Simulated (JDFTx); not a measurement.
# N (P6_3/mmc) in JDFTx: equation of state

Aim: energy against volume of N in PBE, for its equilibrium volume and stiffness.

Program: JDFTx 1.7.0 (patched build). These are calculated values, not measurements. Logs are shortened: lines on timing, memory, paths and dates and some standing lists are left out, and cuts for length are marked. The log counts tension as positive stress, the text compression.

**1. The structure**

Symmetry: P6_3/mmc, No. 194, hexagonal system. Conventional cell: a = 4.167 Å, b = 4.167 Å, c = 7.006 Å, α = 90.00°, β = 90.00°, γ = 120.00°. N (site symmetry 3m) has 1 N at 1.11 Å as nearest neighbours.

**2. Equation of state, PBE, 24.76 Å³/atom (volume scaled by 0.94)**

Input file N.in:

```
lattice \
    7.7141707709    -3.8570853855     0.0000000000 \
    0.0000000000     6.6806678569     0.0000000000 \
    0.0000000000     0.0000000000    12.9691596210
coords-type Lattice
ion N      0.6666666667     0.3333333333     0.6710699600 1
ion N      0.6666666667     0.3333333333     0.8289300400 1
ion N      0.3333333333     0.6666666667     0.1710699600 1
ion N      0.3333333333     0.6666666667     0.3289300400 1

ion-species pseudo/N.upf
elec-cutoff 42 336
elec-ex-corr gga-PBE
kpoint-folding 7 7 4
elec-smearing Fermi 0.0018374661
elec-n-bands 16
electronic-SCF nIterations 100 energyDiffThreshold 1e-09
electronic-minimize nIterations 30 energyDiffThreshold 1e-7
forces-output-coords Cartesian

dump-name run.$VAR
dump End Ecomponents EigStats BandEigs Kpoints Forces Stress
```

Potentials or basis: PseudoDojo-SR-PBE-0.5-standard.

Command:

```sh
$ jdftx -c 1 -i N.in -o N.out
```

Log:

```text
*************** JDFTx 1.7.0 (patched build) ***************

Input parsed successfully to the following command list (including defaults):
[... the input with its defaults ...]

---------- Setting up symmetries ----------

Found 24 point-group symmetries of the bravais lattice
Found 24 space-group symmetries with basis
Applied RMS atom displacement 4.45378e-10 bohrs to make symmetries exact.

---------- Initializing the Grid ----------
R =
[      7.71417     -3.85709            0  ]
[            0      6.68067            0  ]
[            0            0      12.9692  ]
unit cell volume = 668.376
G =
[   0.814499   0.470251         -0  ]
[          0   0.940503          0  ]
[          0         -0   0.484471  ]
Minimum fftbox size, Smin = [  64  64  108  ]
Chosen fftbox size, S = [  64  64  108  ]

---------- Initializing tighter grid for wavefunction operations ----------
R =
[      7.71417     -3.85709            0  ]
[            0      6.68067            0  ]
[            0            0      12.9692  ]
unit cell volume = 668.376
G =
[   0.814499   0.470251         -0  ]
[          0   0.940503          0  ]
[          0         -0   0.484471  ]
Minimum fftbox size, Smin = [  48  48  76  ]
Chosen fftbox size, S = [  48  48  80  ]

---------- Exchange Correlation functional ----------
Initalized PBE GGA exchange.
Initalized PBE GGA correlation.

---------- Setting up pseudopotentials ----------
Width of ionic core gaussian charges (only for fluid interactions / plotting) set to 0

Reading pseudopotential file 'pseudo/N.upf':
  'N' pseudopotential, 'PBE' functional
  Generated using ONCVPSP code by D. R. Hamann
  5 valence electrons, 2 orbitals, 4 projectors, 1001 radial grid points, with lMax = 1
    2S    l: 0   occupation:  2.0   eigenvalue: -0.682907
    2P    l: 1   occupation:  3.0   eigenvalue: -0.260548
  Core radius for overlap checks: 1.31 bohrs.

Initialized 1 species with 4 total atoms.

Folded 1 k-points by 7x7x4 to 196 k-points.

---------- Setting up k-points, bands, fillings ----------
Reduced to 24 k-points under symmetry.
Computing the number of bands and number of electrons
Calculating initial fillings.
nElectrons:  20.000000   nBands: 16   nStates: 24

----- Setting up reduced wavefunction bases (one per k-point) -----
average nbasis = 8688.617 , ideal nbasis = 8689.382

---------- Setting up ewald sum ----------
Optimum gaussian width for ewald sums = 2.768474 bohr.
Real space sum over 1089 unit cells with max indices [  5  5  4  ]
Reciprocal space sum over 3211 terms with max indices [  6  6  9  ]

---------- Allocating electronic variables ----------
Initializing wave functions:  linear combination of atomic orbitals
N pseudo-atom occupations:   s ( 2 )  p ( 3 )
	FillingsUpdate:  mu: -0.100000000  nElectrons: 20.000000
LCAOMinimize: Iter:   0  F: -39.3064314309345164  |grad|_K:  1.745e-03  alpha:  1.000e+00
	FillingsUpdate:  mu: -0.100000000  nElectrons: 20.000000
LCAOMinimize: Iter:   1  F: -39.3167695955391636  |grad|_K:  1.621e-04  alpha:  9.724e-01  linmin:  4.097e-01  cgtest: -8.762e-01
LCAOMinimize: 	Bad step direction: g.d > 0.
[... 9 lines of inner loops ...]
	FillingsUpdate:  mu: -0.100000000  nElectrons: 20.000000
LCAOMinimize: Iter:   5  F: -39.3168499189095044  |grad|_K:  3.459e-10  alpha:  9.670e-01  linmin: -6.749e-02  cgtest:  7.674e-01
LCAOMinimize: Encountered beta<0, resetting CG.
LCAOMinimize: Converged (|Delta F|<1.000000e-06 for 2 iters).

-------- Electronic minimization -----------
Will mix electronic density at each iteration.
	FillingsUpdate:  mu: -0.100000000  nElectrons: 20.000000
	FillingsUpdate:  mu: -0.100000000  nElectrons: 20.000000
SCF: Cycle:  0   F: -39.752191716410508   dF: -4.353e-01   |Residual|: 4.941e-01   |deigs|: 1.334e-01
	FillingsUpdate:  mu: -0.100000000  nElectrons: 20.000000
SCF: Cycle:  1   F: -39.860878896068243   dF: -1.087e-01   |Residual|: 2.124e-01   |deigs|: 7.796e-02
	FillingsUpdate:  mu: -0.100000000  nElectrons: 20.000000
SCF: Cycle:  2   F: -39.899284610933925   dF: -3.841e-02   |Residual|: 4.471e-02   |deigs|: 6.125e-02
	FillingsUpdate:  mu: -0.100000000  nElectrons: 20.000000
SCF: Cycle:  3   F: -39.900108646499135   dF: -8.240e-04   |Residual|: 2.040e-02   |deigs|: 6.015e-03
	FillingsUpdate:  mu: -0.100000000  nElectrons: 20.000000
SCF: Cycle:  4   F: -39.900133433405237   dF: -2.479e-05   |Residual|: 9.586e-03   |deigs|: 2.676e-03
	FillingsUpdate:  mu: -0.100000000  nElectrons: 20.000000
SCF: Cycle:  5   F: -39.900237656761874   dF: -1.042e-04   |Residual|: 2.763e-03   |deigs|: 2.673e-03
	FillingsUpdate:  mu: -0.100000000  nElectrons: 20.000000
SCF: Cycle:  6   F: -39.900246397945281   dF: -8.741e-06   |Residual|: 1.612e-03   |deigs|: 9.983e-04
	FillingsUpdate:  mu: -0.100000000  nElectrons: 20.000000
SCF: Cycle:  7   F: -39.900248689307794   dF: -2.291e-06   |Residual|: 5.110e-04   |deigs|: 2.947e-04
	FillingsUpdate:  mu: -0.100000000  nElectrons: 20.000000
SCF: Cycle:  8   F: -39.900249319821853   dF: -6.305e-07   |Residual|: 1.155e-04   |deigs|: 1.415e-04
	FillingsUpdate:  mu: -0.100000000  nElectrons: 20.000000
SCF: Cycle:  9   F: -39.900249511783990   dF: -1.920e-07   |Residual|: 1.085e-04   |deigs|: 2.173e-05
	FillingsUpdate:  mu: -0.100000000  nElectrons: 20.000000
SCF: Cycle: 10   F: -39.900249616507182   dF: -1.047e-07   |Residual|: 8.124e-05   |deigs|: 4.480e-05
	FillingsUpdate:  mu: -0.100000000  nElectrons: 20.000000
SCF: Cycle: 11   F: -39.900249642181819   dF: -2.567e-08   |Residual|: 2.917e-05   |deigs|: 3.931e-05
	FillingsUpdate:  mu: -0.100000000  nElectrons: 20.000000
SCF: Cycle: 12   F: -39.900249656128096   dF: -1.395e-08   |Residual|: 3.185e-05   |deigs|: 2.296e-05
	FillingsUpdate:  mu: -0.100000000  nElectrons: 20.000000
SCF: Cycle: 13   F: -39.900249659377778   dF: -3.250e-09   |Residual|: 1.035e-05   |deigs|: 1.127e-05
	FillingsUpdate:  mu: -0.100000000  nElectrons: 20.000000
SCF: Cycle: 14   F: -39.900249661231015   dF: -1.853e-09   |Residual|: 1.214e-05   |deigs|: 7.732e-06
	FillingsUpdate:  mu: -0.100000000  nElectrons: 20.000000
SCF: Cycle: 15   F: -39.900249661660069   dF: -4.291e-10   |Residual|: 7.126e-06   |deigs|: 6.924e-06
	FillingsUpdate:  mu: -0.100000000  nElectrons: 20.000000
SCF: Cycle: 16   F: -39.900249661907957   dF: -2.479e-10   |Residual|: 1.411e-06   |deigs|: 5.519e-05
SCF: Converged (|Delta E|<1.000000e-09 for 2 iters).

Setting wave functions to eigenvectors of Hamiltonian

# Stress tensor in Cartesian coordinates [Eh/a0^3]:
[ -1.20919e-05            0            0  ]
[            0 -1.20919e-05            0  ]
[            0            0 -0.000369031  ]

# Ionic positions in lattice coordinates:
ion N   0.666666666666667   0.333333333333333   0.671069960000000 1
ion N   0.666666666666667   0.333333333333333   0.828930040000000 1
ion N   0.333333333333333   0.666666666666667   0.171069960000000 1
ion N   0.333333333333333   0.666666666666667   0.328930040000000 1

# Forces in Cartesian coordinates:
force N  -0.000000000000000  -0.000000000000000  -0.057205779600688 1
force N   0.000000000000000  -0.000000000000000   0.057205779600686 1
force N  -0.000000000000000  -0.000000000000000  -0.057205779600685 1
force N   0.000000000000000   0.000000000000000   0.057205779600686 1

# Energy components:
   Eewald =      -15.8980356039472905
       EH =       18.6377748046352423
     Eloc =      -56.1325469896606108
      Enl =       -3.5170914325871334
      Exc =      -11.8975139328455466
 Exc_core =        1.5906712074491458
       KE =       27.3164922850482341
-------------------------------------
     Etot =      -39.9002496619079565

IonicMinimize: Iter:   0  F: -39.900249661907957  |grad|_K:  3.303e-02
IonicMinimize: None of the convergence criteria satisfied after 0 iterations.

#--- Lowdin population analysis ---
# oxidation-state N +0.098 +0.098 +0.098 +0.098

Dumping 'run.eigStats' ...
	eMin: -0.904185 at state 0 ( [ +0.000000 +0.000000 +0.000000 ] spin 0 )
	HOMO: -0.209171 at state 0 ( [ +0.000000 +0.000000 +0.000000 ] spin 0 )
	mu  : -0.100000
	LUMO: +0.056168 at state 21 ( [ +0.285714 +0.285714 +0.000000 ] spin 0 )
	eMax: +0.271556 at state 21 ( [ +0.285714 +0.285714 +0.000000 ] spin 0 )
	HOMO-LUMO gap: +0.265340
	Optical gap  : +0.276717 at state 21 ( [ +0.285714 +0.285714 +0.000000 ] spin 0 )
Done!
[note: mu as printed may lie anywhere between the filled and the empty levels]
```

Run time: 3.6 min. Hardware: 1 thread of Arm Neoverse V1, shared host; peak memory 0.25 GiB.

What came out:

```yaml
Free_energy: -1085.7411 eV
Pressure: 3.9 GPa
Largest_force: 2.942 eV/Å
Band_gap_on_the_k_mesh: 7.22 eV, indirect (least direct gap 7.53 eV)
```

Caveat: an odd mesh through Γ misses points on the zone boundary, where band edges often lie; forces of over 1 eV/Å show positions far from the minimum, so gaps and moduli don't describe the material at rest.

**3. Equation of state, PBE, 25.29 Å³/atom (volume scaled by 0.96)**

N.in: that of step 2 with these lines changed.

```diff
@@ -1,5 +1,5 @@
 lattice \
-    7.7141707709    -3.8570853855     0.0000000000 \
-    0.0000000000     6.6806678569     0.0000000000 \
-    0.0000000000     0.0000000000    12.9691596210
+    7.7684977072    -3.8842488536     0.0000000000 \
+    0.0000000000     6.7277163637     0.0000000000 \
+    0.0000000000     0.0000000000    13.0604947403
 coords-type Lattice
```

Potentials or basis: PseudoDojo-SR-PBE-0.5-standard.

Command:

```sh
$ jdftx -c 1 -i N.in -o N.out
```

Wall time 3.7 min (1 thread of Arm Neoverse V1, shared host); peak memory 0.28 GiB.

It converged, with:

| Item | Value |
| --- | --- |
| Free energy | -1085.7820 eV |
| Pressure | 2.4 GPa |
| Largest force | 1.752 eV/Å |
| Band gap on the k mesh | 7.17 eV, indirect (least direct gap 7.47 eV) |

Caveat: an odd mesh through Γ misses points on the zone boundary, where band edges often lie; forces of over 1 eV/Å show positions far from the minimum, so gaps and moduli don't describe the material at rest.

**4. Equation of state, PBE, 25.81 Å³/atom (volume scaled by 0.98)**

N.in: that of step 3 with these lines changed.

```diff
@@ -1,5 +1,5 @@
 lattice \
-    7.7684977072    -3.8842488536     0.0000000000 \
-    0.0000000000     6.7277163637     0.0000000000 \
-    0.0000000000     0.0000000000    13.0604947403
+    7.8220752465    -3.9110376232     0.0000000000 \
+    0.0000000000     6.7741158739     0.0000000000 \
+    0.0000000000     0.0000000000    13.1505699641
 coords-type Lattice
```

Command:

```sh
$ jdftx -c 1 -i N.in -o N.out
```

It took 3.8 min on 1 thread of Arm Neoverse V1, shared host; peak memory 0.28 GiB.

It converged, with:

* Free energy: -1085.8044 eV
* Pressure: 1.0 GPa
* Largest force: 0.639 eV/Å
* Band gap on the k mesh: 7.12 eV, indirect (least direct gap 7.41 eV)

Caveat: an odd mesh through Γ misses points on the zone boundary, where band edges often lie.

**5. Equation of state, PBE, 26.34 Å³/atom**

N.in: that of step 4 with these lines changed.

```diff
@@ -1,5 +1,5 @@
 lattice \
-    7.8220752465    -3.9110376232     0.0000000000 \
-    0.0000000000     6.7741158739     0.0000000000 \
-    0.0000000000     0.0000000000    13.1505699641
+    7.8749287096    -3.9374643548     0.0000000000 \
+    0.0000000000     6.8198883156     0.0000000000 \
+    0.0000000000     0.0000000000    13.2394278621
 coords-type Lattice
```

Command:

```sh
$ jdftx -c 1 -i N.in -o N.out
```

Wall time 3.8 min (1 thread of Arm Neoverse V1, shared host); peak memory 0.29 GiB.

It converged, with:

* Free energy: -1085.8100 eV
* Pressure: -0.2 GPa
* Largest force: 0.402 eV/Å
* Band gap on the k mesh: 7.07 eV, indirect (least direct gap 7.35 eV)

Caveat: an odd mesh through Γ misses points on the zone boundary, where band edges often lie.

**6. Equation of state, PBE, 26.87 Å³/atom (volume scaled by 1.02)**

N.in: that of step 5 with these lines changed.

```diff
@@ -1,5 +1,5 @@
 lattice \
-    7.8749287096    -3.9374643548     0.0000000000 \
-    0.0000000000     6.8198883156     0.0000000000 \
-    0.0000000000     0.0000000000    13.2394278621
+    7.9270820753    -3.9635410376     0.0000000000 \
+    0.0000000000     6.8650544552     0.0000000000 \
+    0.0000000000     0.0000000000    13.3271087475
 coords-type Lattice
```

Potentials or basis: PseudoDojo-SR-PBE-0.5-standard.

Command:

```sh
$ jdftx -c 1 -i N.in -o N.out
```

Wall time 3.9 min (1 thread of Arm Neoverse V1, shared host); peak memory 0.28 GiB.

It converged, with:

- Free energy: -1085.8001 eV
- Pressure: -1.3 GPa
- Largest force: 1.377 eV/Å
- Band gap on the k mesh: 7.02 eV, indirect (least direct gap 7.29 eV)

Caveat: an odd mesh through Γ misses points on the zone boundary, where band edges often lie; forces of over 1 eV/Å show positions far from the minimum, so gaps and moduli don't describe the material at rest.

**7. Equation of state, PBE, 27.39 Å³/atom (volume scaled by 1.04)**

N.in: that of step 6 with these lines changed.

```diff
@@ -1,5 +1,5 @@
 lattice \
-    7.9270820753    -3.9635410376     0.0000000000 \
-    0.0000000000     6.8650544552     0.0000000000 \
-    0.0000000000     0.0000000000    13.3271087475
+    7.9785580766    -3.9892790383     0.0000000000 \
+    0.0000000000     6.9096339800     0.0000000000 \
+    0.0000000000     0.0000000000    13.4136508397
 coords-type Lattice
```

Command:

```sh
$ jdftx -c 1 -i N.in -o N.out
```

Run time: 3.8 min. Hardware: 1 thread of Arm Neoverse V1, shared host; peak memory 0.28 GiB.

The run converged. Its results:

- Free energy: -1085.7764 eV
- Pressure: -2.3 GPa
- Largest force: 2.291 eV/Å
- Band gap on the k mesh: 6.97 eV, indirect (least direct gap 7.23 eV)

Caveat: an odd mesh through Γ misses points on the zone boundary, where band edges often lie; forces of over 1 eV/Å show positions far from the minimum, so gaps and moduli don't describe the material at rest.

**8. Equation of state, PBE, 27.92 Å³/atom (volume scaled by 1.06)**

N.in: that of step 7 with these lines changed.

```diff
@@ -1,5 +1,5 @@
 lattice \
-    7.9785580766    -3.9892790383     0.0000000000 \
-    0.0000000000     6.9096339800     0.0000000000 \
-    0.0000000000     0.0000000000    13.4136508397
+    8.0293782879    -4.0146891441     0.0000000000 \
+    0.0000000000     6.9536455741     0.0000000000 \
+    0.0000000000     0.0000000000    13.4990904096
 coords-type Lattice
```

Command:

```sh
$ jdftx -c 1 -i N.in -o N.out
```

Wall time 4.1 min (1 thread of Arm Neoverse V1, shared host); peak memory 0.29 GiB.

It converged, with:

```yaml
Free_energy: -1085.7399 eV
Pressure: -3.2 GPa
Largest_force: 3.147 eV/Å
Band_gap_on_the_k_mesh: 6.92 eV, indirect (least direct gap 7.17 eV)
```

Caveat: an odd mesh through Γ misses points on the zone boundary, where band edges often lie; forces of over 1 eV/Å show positions far from the minimum, so gaps and moduli don't describe the material at rest.

**9. Equation of state, PBE**

Potentials or basis: PseudoDojo-SR-PBE-0.5-standard.

This step only gathers the single runs of the series.

Results:

- Equilibrium volume: 26.26 Å³/atom
- Bulk modulus at fixed shape and positions: 59 GPa
- Pressure derivative of the bulk modulus: 3.7

Energy against volume, from the lowest point:
| volume (Å³/atom) | energy (meV/atom) |
| --- | --- |
| 24.761 | 17.21 |
| 25.288 | 6.98 |
| 25.814 | 1.39 |
| 26.341 | 0.00 |
| 26.868 | 2.45 |
| 27.395 | 8.40 |
| 27.922 | 17.52 |

Caveat: the cell was scaled at fixed shape and fractional positions, which overstates the stiffness of a crystal with free parameters, most of all of layers and chains.
